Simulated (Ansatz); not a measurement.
The system is Hf.

```
Hf
1.0
     3.19670    0.00000    0.00000
    -1.59835    2.76842    0.00000
     0.00000    0.00000    5.05780
Hf
2
Direct
  0.66667 0.33333 0.75000
  0.33333 0.66667 0.25000
```

Base run:

* Program: Ansatz 0.2.0
* Functional: revPBE
* Potentials or basis: Ansatz PAW
* Cutoff: 420 eV (not typed: the program's choice for these potentials)
* k mesh: 10 × 10 × 5
* Occupations: fermi-dirac, width 0.05 eV
* Spin: no spin polarisation

Its results: band gap on the k mesh none (metal or under the smearing width); pressure 2.7 GPa.

Task: After a change of settings the same cell gave: band gap on the k mesh none (metal or under the smearing width); pressure -3.9 GPa. Which change was it?
A. functional from revPBE to PBEsol
B. functional from revPBE to RPBE
C. functional from revPBE to LDA

Result: A.

PBEsol binds more tightly than revPBE, so the same cell stands under less pressure.

Caveats: spin-orbit coupling is left out, which moves the levels of the heavy elements; the PAW data sets come from PBE, with cores solved anew for the run's functional, which leaves a small shift of forces and pressure.

Runs at the PBE level aren't shown here.
